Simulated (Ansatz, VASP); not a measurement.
**Rh in VASP and in Ansatz**

File POSCAR:

```
Rh
1.0
    0.0000000000      1.9003570901     -1.9003570901
   -1.9003570901      0.0000000000      1.9003570901
    3.8007141803      3.8007141803      3.8007141803
Rh
3
Direct
    0.0000000000      0.0000000000      0.0000000000
    0.3333333330      0.6666666670      0.3333333330
    0.6666666670      0.3333333330      0.6666666670
```

INCAR.step1

```
PREC = Accurate ; ENCUT = 520
ISMEAR = -1 ; SIGMA = 0.08
LREAL = False ; LASPH = True
NELM = 80 ; NBANDS = 30
GGA = PE ; ALGO = Normal
EDIFF = 1E-4 ; LWAVE = True
LCHARG = False
```

The input INCAR.step2:

```
PREC = Accurate ; ENCUT = 520
EDIFF = 1E-6 ; ISMEAR = -1
SIGMA = 0.08 ; LREAL = False
LASPH = True ; NELM = 80
ALGO = Normal ; ISIF = 2
LWAVE = False ; LCHARG = True
METAGGA = R2SCAN ; LMIXTAU = True
LELF = True ; LVHAR = True
NBANDS = 30 ; ISTART = 1
```

KPOINTS

```
Automatic mesh
0
Gamma
  15 15 6
```

Input for Ansatz:

```yaml
crystal:
  lattice:
    - [0.0, 1.9003570901, -1.9003570901]
    - [-1.9003570901, 0.0, 1.9003570901]
    - [3.8007141803, 3.8007141803, 3.8007141803]
  atoms:
    - { symbol: Rh, position: [0.0, 0.0, 0.0] }
    - { symbol: Rh, position: [0.333333333, 0.666666667, 0.333333333] }
    - { symbol: Rh, position: [0.666666667, 0.333333333, 0.666666667] }
kpoints:
  mp_grid: { grid: [15, 15, 6] }
scf:
  occupations: { method: fermi_dirac, width: 0.08 }
hamiltonian:
  xc: r2scan
  pseudopotentials: { kind: paw }
output:
  forces: true
  stress: true
  eigenvalues: true
  write_density: true
  write_potential: true
  elf: true
  volumetric_format: npy
```

Alike in both runs: task single point; functional r2SCAN; k mesh 15 × 15 × 6; occupations fermi-dirac, width 0.08 eV; no spin polarisation.

|  | VASP | Ansatz |
| --- | --- | --- |
| version | VASP 6.6.1 | Ansatz 0.2.0 |
| potentials or method | VASP PAW PBE potentials, release 64 (Rh_pv) | PAW with Ansatz's default frozen-core files, scalar-relativistic |
| plane-wave cutoff (eV) | 520 | 500 |
| valence electrons in the cell | 45 | 51 |

```tsv
	VASP	Ansatz	Ansatz less VASP
pressure (GPa)	1.2	0.0	-1.22
```

The two sets of potentials don't hold the same shells in valence.

Caveats: the PAW data sets were made with another functional, which shifts forces and pressure a little (VASP).
